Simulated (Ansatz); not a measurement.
Crystal: MgO.

```
Mg O
1.0
     0.00000    2.09700    2.09700
     2.09700    0.00000    2.09700
     2.09700    2.09700    0.00000
Mg O
1 1
Direct
  0.00000 0.00000 0.00000
  0.50000 0.50000 0.50000
```

The cell is a database's computed one.

Program: Ansatz 0.2.0. Alike in all runs: potentials or basis Ansatz PAW; no spin polarisation; cell as given.

Task: Order these runs on this cell by their band gap on the k mesh, lowest first.
A. level r2SCANh; k mesh 6 × 6 × 6; cutoff (eV) 500; smearing fermi-dirac 0.05 eV; points for each segment of the path 4; mesh quality coarse
B. level LDA; k mesh 11 × 11 × 11; cutoff (eV) 420; smearing fixed; mesh quality not flagged
C. level r2SCAN0; k mesh 6 × 6 × 6; cutoff (eV) 500; smearing fermi-dirac 0.05 eV; points for each segment of the path 4; mesh quality coarse

Result: B (4.78 eV), A (6.63 eV), C (7.96 eV).

Caveats: some runs use coarse meshes; odd divisions of the mesh miss points on the zone boundary, where band edges often lie, so the gap on the mesh can be too wide (some runs).
